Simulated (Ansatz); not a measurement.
Runs of Ansatz 0.2.0 on GaS. The structure is hexagonal, space group P6_3/mmc (No. 194). The conventional cell has a = 3.585 Å, b = 3.585 Å, c = 15.500 Å, α = 90.00°, β = 90.00°, γ = 120.00°. Around Ga (site symmetry 3m) lie 3 S at 2.34 Å and 1 Ga at 2.48 Å. Around S (site symmetry 3m) lie 3 Ga at 2.34 Å. 

```csv
task,level,cell,smearing,gap on the mesh (eV),pressure (GPa),largest force (eV/Å)
relaxation of cell and atoms,BLYP+D4,relaxed,fermi-dirac 0.05 eV,(a),0.0,-
single point,PBEsol,as given,gaussian 0.1 eV,1.47,-0.9,0.21
single point,LDA,as given,gaussian 0.05 eV,1.40,-3.0,(c)
single point,PBE,as given,gaussian 0.015 eV,1.59,2.2,(b)
```

Alike in all rows: potentials or basis Ansatz PAW; no spin polarisation; k mesh 9 × 9 × 2; cutoff (eV) 420.

Question: Fill in the values left out.

Answer: (a) 1.26; (b) 0.24; (c) 0.26.

Caveats: odd divisions of the mesh miss points on the zone boundary, where band edges often lie, so the gap on the mesh can be too wide; the PAW data sets come from PBE, with cores solved anew for the run's functional, which leaves a small shift of forces and pressure (some runs); this functional lacks dispersion, which binds the layers, so the pressure and a relaxed spacing across them are unreliable (some runs); the plane-wave basis is chosen anew once the cell has moved, so the energies of steps on either side of that aren't comparable (some runs).

A k mesh can miss the band edges, and the runs leave out spin-orbit coupling on Ga.
